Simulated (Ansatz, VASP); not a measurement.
# Two plane-wave programs on SiC

```
Si C
1.0
     3.24638    0.00000    0.00000
    -1.62319    2.81145    0.00000
     0.00000    0.00000    4.52981
Si C
2 2
Direct
  0.33333 0.66667 0.00460
  0.66667 0.33333 0.50460
  0.33333 0.66667 0.38040
  0.66667 0.33333 0.88040
```

Alike in both runs: task single point; functional r2SCAN; k mesh 12 × 12 × 6; occupations gaussian, width 0.05 eV; no spin polarisation.

|  | VASP | Ansatz |
| --- | --- | --- |
| version | VASP 6.6.1 | Ansatz 0.2.0 |
| potentials or method | VASP PAW PBE potentials, release 64 (Si, C) | scalar-relativistic, plane waves, PAW |
| plane-wave cutoff (eV) | 520 | 500 |
| valence electrons in the cell | 16 | 16 |

```tsv
	VASP	Ansatz	Ansatz less VASP
gap on the k mesh at the Fermi level (eV)	1.85	1.85	+0.007
least direct gap on the mesh (eV)	2.70	2.71	+0.009
pressure (GPa)	7.6	7.8	+0.20
largest component of the traceless stress (GPa)	70.10	69.92	-0.189
rms of the force components (eV/Å)	1.808	1.822	+0.0141
```

Atom by atom the forces differ by 0.014 eV/Å (rms over components). The functional is the same, so the differences come from potentials, cutoffs and numerics.

Caveats: the PAW data sets were made with another functional, which shifts forces and pressure a little (VASP). A k mesh can miss the band edges. r2SCAN opens gaps a little over a GGA but as a rule still falls short of measured ones.
